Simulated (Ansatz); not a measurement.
Input and command of a plane-wave DFT calculation in Ansatz:

```yaml
crystal:
  lattice:
    - [4.8849931708, 0.0, 0.0]
    - [-2.4424965854, 4.2305281833, 0.0]
    - [0.0, 0.0, 8.7192492612]
  atoms:
    - { symbol: Si, position: [0.6666666667, 0.3333333333, 0.9364191362] }
    - { symbol: Si, position: [0.6666666667, 0.3333333333, 0.5635808638] }
    - { symbol: Si, position: [0.3333333333, 0.6666666667, 0.0635808638] }
    - { symbol: Si, position: [0.3333333333, 0.6666666667, 0.4364191362] }
    - { symbol: O, position: [0.0, 0.4001580419, 0.0] }
    - { symbol: O, position: [0.4001580419, 0.4001580419, 0.5] }
    - { symbol: O, position: [0.5998419581, 0.0, 0.5] }
    - { symbol: O, position: [0.5998419581, 0.5998419581, 0.0] }
    - { symbol: O, position: [0.0, 0.5998419581, 0.5] }
    - { symbol: O, position: [0.6666666667, 0.3333333333, 0.75] }
    - { symbol: O, position: [0.3333333333, 0.6666666667, 0.25] }
    - { symbol: O, position: [0.4001580419, 0.0, 0.0] }
basis:
  ecutwfc: 500
kpoints:
  mp_grid: { grid: [6, 6, 4] }
hamiltonian:
  xc: r2scan
scf:
  occupations: { method: gaussian, width: 0.02 }
output:
  forces: true
  stress: true
  eigenvalues: true
relax:
  adjacent_minimum: "off"
  f_tol: 0.008
  max_steps: 40
  cell: { stress_tol: 0.015, fix: [a, b, gamma] }
```

```bash
ansatz run input.yaml --threads 2 --pin off --max-ram 5120MiB --backend cpu --events-out ev --progress --plain --runs-dir out
```

Processor: Arm Neoverse V2, 2 threads, on a host shared with other jobs.

Q: How long does it run, and how much memory does it take?

A: About 88 s on 2 threads of Arm Neoverse V2, with other jobs on the host, peak memory 0.73 GiB. It solves 44 bands at 21 k points (the mesh reduced by symmetry) with about 4477 plane waves (on the last cell), in 40 SCF iterations over 7 ionic steps.
